Silicon carbide is computed here in one cubic structure with a dozen density functionals, and only the cell volume is free to change. Can the formula for the exchange energy tell in advance how large the cell will be, and does the volume then tell how stiff it is? The results for LDA, PBEsol and revPBE are covered, so the answer can be tested.

Plane-wave density-functional calculations with ABINIT 10.8.3 for cubic SiC (F-43m, 2 atoms per cell), without spin polarisation, spin–orbit coupling or dispersion correction. All runs use a 10 × 10 × 10 k-point mesh and Fermi–Dirac smearing of 0.05 eV. Equilibrium volume, bulk modulus and its slope with pressure come from a fit to the energies at seven volumes.

```
functional                              potentials  wave cutoff  equilibrium volume (Å³/atom)  bulk modulus (GPa)  bulk modulus slope
       LDA     PseudoDojo-NC-SR-LDA-v0.4-stringent   1115.67 eV                             ?                   ?                   ?
    PBEsol  PseudoDojo-NC-SR-PBEsol-v0.4-stringent   1115.67 eV                             ?                   ?                   ?
    revPBE                        JTH-PAW-PBE-v2.0   544.228 eV                             ?                   ?                   ?
      BLYP                        JTH-PAW-PBE-v2.0   544.228 eV                        10.743              198.70               3.760
    r2SCAN                        Ansatz-NC-r2SCAN    1442.2 eV                        10.334              226.40               3.870
      BP86    PseudoDojo-NC-SR-PBE-v0.4.1-standard   1115.67 eV                        10.587              207.40               3.910
   HCTH407    PseudoDojo-NC-SR-PBE-v0.4.1-standard   1115.67 eV                        10.273              214.50               3.930
 LDA-Teter    PseudoDojo-NC-SR-LDA-v0.4.1-standard   1115.67 eV                        10.125              227.70               3.870
   LDA-VWN    PseudoDojo-NC-SR-LDA-v0.4.1-standard   1115.67 eV                        10.111              228.60               3.870
      PW91    PseudoDojo-NC-SR-PBE-v0.4.1-standard   1115.67 eV                        10.521              211.10               3.890
     SOGGA                        JTH-PAW-PBE-v2.0   544.228 eV                        10.273              225.00               3.870
  rPW86PBE                        JTH-PAW-PBE-v2.0   544.228 eV                        10.698              199.90               3.790
```

Among the known rows, the two LDA versions have the smallest cells and BLYP has the largest. The bulk modulus, which is the resistance to uniform compression, falls from about 228 GPa to 199 GPa between these ends. It does not follow the volume in every row. HCTH407 has the same volume as SOGGA to the digits printed, yet it is about 10 GPa softer.

The local density approximation, LDA, treats each point of the crystal as a piece of uniform electron gas. A gradient functional (GGA) also asks how fast the density n varies there, by way of the reduced gradient

s = |∇n| / [2 (3π²)^(1/3) n^(4/3)].

It multiplies the local exchange energy by a factor F(s), which is 1 in a uniform gas and larger where the density varies. Exchange lowers the energy, so a larger F favours an uneven density.

Stretching the crystal is expected to make its density more uneven. The bonds between silicon and carbon thin out, and the density should fall more steeply, relative to its own size, on the way from one atom to the next. A functional whose F rises quickly with s therefore gains more energy on expansion, and this gain acts as an extra outward pressure. The gradient part of correlation works against it, because it weakens the correlation energy where the density is uneven.

Two known rows allow this argument to be examined. SOGGA and rPW86PBE use the same potentials, the same cutoff and the same form of correlation, and differ only in F. At equal volume the pressure computed with rPW86PBE exceeds that of SOGGA by 9.5 GPa in the smallest cell of the runs and by 8.5 GPa in the largest. Pressures at a fixed basis do not match the slope of the energy exactly. Taken from the energies instead, the difference between the two runs is a few tenths of a gigapascal smaller on average, and it also fades on expansion, though with some scatter.

Dividing an extra pressure of 9 GPa by a mean modulus of 212 GPa gives an expansion of about 4%. The two volumes in the table do differ by 4%. The division also shows what happens when calculations are mixed. A cell relaxed with one of these functionals and then computed with the other would show a false pressure or tension of about 9 GPa.

The same pair gives a scale for revPBE, which shares their potentials, cutoff and form of correlation. I place revPBE between them according to its F at one representative gradient. For s = 1 the defining formulas give

SOGGA: F − 1 = 0.552 × [1 − 0.5/(1 + 0.1235/0.552) − 0.5 exp(−0.1235/0.552)] = 0.1058
rPW86PBE: F − 1 = (1 + 1.851 + 17.33 + 0.163)^(1/15) − 1 = 0.2224
revPBE: F − 1 = 1.245 × [1 − 1/(1 + 0.2195/1.245)] = 0.1866

The fraction of the way from SOGGA to rPW86PBE, and the volume that follows from it, are

(0.1866 − 0.1058) / (0.2224 − 0.1058) = 0.693
V = 10.273 + 0.693 × (10.698 − 10.273) = 10.57 Å³/atom.

A real crystal contains a whole range of gradients, so the choice s = 1 is crude. The same steps at s = 1.5 give 10.70 Å³/atom. I take the middle of the two results as the forecast and let their spread set its range.

The modulus needs a second step. A stretched bond is a softer spring, so a larger cell should be easier to compress. The column "bulk modulus slope" says how fast the modulus B changes with pressure. If that slope, written B′, stays constant along one functional's curve, then B varies as V^(−B′).

Suppose now that a change of functional did nothing except add a constant pressure. The new equilibrium would be the old crystal in a stretched state, with the stiffness that the old curve has there. Starting from SOGGA, this predicts for rPW86PBE

B = 225.0 × (10.273/10.698)^3.87 = 192 GPa.

The calculation gives 199.9 GPa, so the simple picture softens the crystal too much.

The missing stiffness lies in the extra pressure, which is not constant. It fades as the cell grows, so each further expansion meets a weaker outward push, and that acts as an added spring. From the fall between the smallest and the largest cell, this spring is worth about 8 GPa, which closes the gap. The account uses pressures from the same runs and is therefore a check of consistency, not independent proof. Why the pressure fades is less certain; perhaps the thinner bonds leave less exchange energy to be changed.

For the forecasts I describe the modulus by a straight line in the logarithm of the volume:

B = 225 − 601 × ln(V / 10.273), with B in GPa and V in Å³/atom.

The line comes from a least-squares fit to the five known GGA rows other than HCTH407, together with the two LDA rows, which share a constant offset of 6 GPa below it. In practical terms, a cell 1% larger is about 6 GPa softer. The seven rows lie within 1 GPa of the fit. The five GGA rows all use potentials made for PBE and not for their own functional, and the effect of this mismatch is untested.

Two known rows were left out because their functionals are built differently. HCTH407 has many freely adjusted parameters, and its modulus lies 11 GPa below the line. r2SCAN also uses the kinetic-energy density and lies 5 GPa above it, though that run carried warnings about its potential and about very low densities, whose effect is unmeasured. Volume is thus a guide to stiffness within a family of similar functionals, and a poor one outside it.

The forecast for LDA is 10.12 ± 0.03 Å³/atom and 228 ± 2 GPa. It rests on the two known LDA versions, which describe the same electron gas by slightly different formulas. It therefore tests how well the calculation repeats itself and leaves the argument about gradients untouched.

For PBEsol the forecast is 10.32 ± 0.05 Å³/atom and 222 ± 4 GPa. Its exchange factor is almost that of SOGGA, and the interpolation puts it at 10.28 Å³/atom. I add 0.04 because PBEsol has a weaker gradient correction to correlation, which should contract the cell less. The direction of this shift follows from theory, but its size is a judgement.

For revPBE the forecast is 10.63 ± 0.07 Å³/atom and 205 ± 5 GPa. It should be larger and softer than PW91, and near rPW86PBE but probably below it in volume.

The modulus slopes are judged from neighbouring rows only: 3.87 ± 0.03 for LDA, 3.87 ± 0.05 for PBEsol and 3.83 ± 0.08 for revPBE.

The withheld rows as computed:

```
functional                              potentials  wave cutoff  equilibrium volume (Å³/atom)  bulk modulus (GPa)  bulk modulus slope
       LDA     PseudoDojo-NC-SR-LDA-v0.4-stringent   1115.67 eV                        10.118              228.20               3.870
    PBEsol  PseudoDojo-NC-SR-PBEsol-v0.4-stringent   1115.67 eV                        10.343              220.50               3.870
    revPBE                        JTH-PAW-PBE-v2.0   544.228 eV                        10.592              208.50               3.700
```

All three volumes and all three moduli fall inside their ranges. LDA agrees with its two relatives in both quantities, as it should. Of the three modulus slopes, those of LDA and PBEsol also fall inside, but that of revPBE is a miss: it comes out at 3.70, below its range of 3.83 ± 0.08. The slopes were judged from neighbouring rows without a mechanism, so this miss does not bear on the argument about gradients. Its likely cause is taken up below, with the modulus of revPBE.

PBEsol comes out at 10.34 Å³/atom, 0.02 above the forecast. The shift for correlation went in the right direction but was a little too small. This does not prove that correlation is the cause, because PBEsol was run with potentials of its own and SOGGA with potentials made for PBE. The modulus is 1.5 GPa below the forecast, and most of that comes from the slightly larger cell.

revPBE is the more instructive case. Its volume is 10.59 Å³/atom, 0.04 below the forecast, and this puts it nearer to PW91 than to rPW86PBE. The expectation that it would lie near rPW86PBE was therefore wrong, although the order of the three volumes was right. The estimate at s = 1 was close, and the one at s = 1.5 was clearly too large.

The known rows already held a clue to this, which I gave no weight. The same interpolation applied to PW91 misses its volume by less than 0.01 Å³/atom at s = 1 and by 0.04 at s = 1.5. PW91 was run with different potentials and has its own formula for correlation, so the comparison is not clean, but it points the same way as revPBE. Together they suggest that moderate gradients matter most for the size of this cell.

This fits the way revPBE is built. It has the same F as PBE at small gradients and a higher ceiling at large ones. If the cell volume is governed mainly by moderate gradients, the higher ceiling has only a limited effect. A single representative s cannot prove this, since it stands in for a whole distribution that was not examined.

The modulus of revPBE is 208.5 GPa, 3.5 GPa above the forecast. The smaller cell explains about half of the difference: at the computed volume the line gives 207 GPa. The remaining 2 GPa is larger than the misses of the rows from which the line was made, and scatter in the energies is the likely reason. The modulus and its slope come from a curve fitted to seven energies, only two of them at volumes above the minimum, and the runs with the JTH potentials, revPBE among them, have noisier energy fits than the others.

The pressures of the same run vary more smoothly. Their fall with volume around the minimum points to a modulus close to the line. Over the whole volume range, the pressure of revPBE also steepens under compression almost exactly as it does for BP86, a functional with nearly the same equilibrium volume. The fitted slopes of the two differ far more, so the missed slope probably says little about revPBE itself.

The argument carries over to neighbouring crystals through one division, the extra pressure over the modulus. Diamond and silicon, which have the same kind of bond network, are well known to expand in the same order from LDA to PBE and on to revPBE. Graphite is the contrasting case. Its layers are held together weakly, largely by dispersion forces that these functionals do not describe properly, so a small change in the functional moves their spacing a great deal, while the bonds within each layer hardly change in length.
